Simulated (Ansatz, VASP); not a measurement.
Given: the input of a run of VASP 6.6.1 on Ni.

File INCAR:

```
SYSTEM = Ni
ALGO = Normal ; EDIFF = 1E-7
ENCUT = 520 ; GGA = PE
ISIF = 2 ; ISMEAR = -1
ISPIN = 2 ; LASPH = .True.
LCHARG = .False. ; LMAXMIX = 4
LORBIT = 11 ; LREAL = .False.
LWAVE = .False. ; MAGMOM = 1
NBANDS = 15 ; NELM = 120
PREC = Accurate ; SIGMA = 0.05
```

File KPOINTS:

```
k-points
0
Gamma
  13 13 13
  0 0 0
```

File POSCAR:

```
Ni
1.0
   -1.3928794157      1.3928794157      1.3928794157
    1.3928794157     -1.3928794157      1.3928794157
    1.3928794157      1.3928794157     -1.3928794157
Ni
1
Direct
    0.0000000000      0.0000000000      0.0000000000
```

Potentials or basis: VASP PAW PBE potentials, release 64 (Ni).

Launch:

```console
$ cat potpaw_PBE.64/Ni/POTCAR > POTCAR
$ mpirun -np 1 vasp_std > vasp.out
```

Translate it to Ansatz 0.2.0. Potentials there: Ansatz PAW.

As run (the cutoff follows the program's own potentials):

Contents of input.yaml:

```yaml
crystal:
  lattice:
    - [-1.3928794157, 1.3928794157, 1.3928794157]
    - [1.3928794157, -1.3928794157, 1.3928794157]
    - [1.3928794157, 1.3928794157, -1.3928794157]
  atoms:
    - { symbol: Ni, position: [0.0, 0.0, 0.0], spin: 1.0 }
hamiltonian:
  xc: pbe
  pseudopotentials: { kind: paw }
magnetization:
  spin_polarized: true
kpoints:
  mp_grid: { grid: [13, 13, 13] }
scf:
  occupations: { method: fermi_dirac, width: 0.05 }
output:
  forces: true
  stress: true
  eigenvalues: true
```

Potentials or basis: Ansatz PAW.

The run is started by

```sh
$ ansatz run input.yaml --threads 1 --pin off --max-ram 3584MiB --backend cpu --events-out ev --progress --plain --runs-dir out
```

Both were run:

|  | VASP | Ansatz | Ansatz less VASP |
| --- | --- | --- | --- |
| gap on the k mesh at the Fermi level (eV) | none | none | - |
| pressure (GPa) | 3.4 | 3.5 | +0.10 |
| net moment per atom (μB) | 0.58 | 0.60 | +0.013 |
| size of the moment on the site where the two differ most (μB) | 0.59 | 0.63 | +0.036 |

Site moments also hang on the region over which each program counts them. A gap of «none» marks a metal or a gap that the smearing closes. The two sets of potentials don't hold the same shells in valence.
